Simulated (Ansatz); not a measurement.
RbBr:

```
Rb Br
1.0
     0.00000    3.42700    3.42700
     3.42700    0.00000    3.42700
     3.42700    3.42700    0.00000
Rb Br
1 1
Cartesian
  0.0000 0.0000 0.0000
  3.4270 3.4270 3.4270
```

Program: Ansatz 0.2.0. Alike in all runs: task single point; level HSE(alpha, omega); potentials or basis all-electron PAW datasets made for the crystal; no spin polarisation; cell as given; k mesh 4 × 4 × 4; cutoff (eV) 220; smearing fermi-dirac 0.05 eV.

Order these runs on this cell by their band gap on the k mesh, lowest first.
A. screening of exact exchange 0.15 1/A
B. screening of exact exchange 0.4 1/A
C. screening of exact exchange 0.6 1/A
D. screening of exact exchange 0.3 1/A

C (4.84 eV), B (5.11 eV), D (5.30 eV), A (5.70 eV).

Runs at the PBE level aren't shown here.
